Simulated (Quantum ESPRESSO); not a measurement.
Crystal: Pt.

```
Pt
1.0
     2.76067    0.00000    0.00000
    -1.38033    2.39081    0.00000
     0.00000    0.00000    4.79213
Pt
2
Direct
  0.33333 0.66667 0.25000
  0.66667 0.33333 0.75000
```

This isn't the form of Pt at room conditions, which is fcc.

| Quantity | Value |
| --- | --- |
| Program | Quantum ESPRESSO 7.5 |
| Task | single point |
| Functional | PBEsol |
| Potentials or basis | GBRV 1.5 PBEsol |
| Cutoff | 612 eV |
| Density cutoff | 4898 eV |
| k mesh | 11 × 11 × 6 |
| Occupations | fermi-dirac, width 0.05 eV |
| Spin | no spin polarisation |

On this cell: pressure -11.7 GPa; largest force under 0.003 eV/Å; band gap on the k mesh none (metal or under the smearing width).

The same run follows on a disturbed copy (atoms moved at random, drawn with an rms of 0.05 Å):

```
Pt
1.0
     2.76067    0.00000    0.00000
    -1.38033    2.39081    0.00000
     0.00000    0.00000    4.79213
Pt
2
Direct
  0.32844 0.68797 0.25286
  0.67332 0.32279 0.74338
```

What does the disturbed cell give?

The energy (extrapolated to zero smearing) moves by +2.4 meV/atom; pressure -11.4 GPa; largest force 0.412 eV/Å; band gap on the k mesh none (metal or under the smearing width).

Forces in eV/Å, atoms in the order of the input:
```
Pt  -0.072  0.032 -0.404
Pt   0.072 -0.032  0.404
```

Stress tensor (GPa, compression positive):
```
-11.39   0.03  -0.14
  0.03 -10.96   0.21
 -0.14   0.21 -11.84
```
